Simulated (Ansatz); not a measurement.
**PbSe: equation of state with PBE**

The system is PbSe.

```
Pb Se
1.0
     0.00000   12.00080    3.12544
     3.11815    0.00000    3.12544
     3.11815   12.00080    0.00000
Pb Se
2 2
Cartesian
  3.1182 19.3757 3.1129
  3.1182 4.6259 3.1129
  3.1182 7.4544 3.0317
  3.1182 16.5472 3.0317
```

The cell comes from a database or a generator and needn't be the stable form of this composition.

```json
{
 "Program": "Ansatz 0.2.0",
 "Task": "equation of state",
 "Functional": "PBE",
 "Potentials or basis": "Ansatz PAW",
 "Cutoff": "420 eV",
 "Density cutoff": "1680 eV",
 "k mesh": "6 × 6 × 6",
 "Occupations": "fermi-dirac, width 0.05 eV",
 "Spin": "no spin polarisation"
}
```

```json
{"Equilibrium volume": "58.38 Å³/atom", "Bulk modulus at fixed shape and positions": "22 GPa", "Pressure derivative of the bulk modulus": "4.4"}
```

Energy against volume, from the lowest point:
```tsv
volume (Å³/atom)	energy (meV/atom)
54.969	15.61
56.138	6.50
57.308	1.43
58.477	0.00
59.647	1.84
60.817	6.61
61.986	14.01
```

All runs of the series together: 97 s on 2 threads of Intel(R) Xeon(R) Processor @ 2.70GHz, with other jobs on the host.

Caveat: the cell was scaled at fixed shape and fractional positions, which overstates the stiffness of a crystal with free parameters, most of all of layers and chains. The run has no spin-orbit coupling, so splittings on Pb are missing.
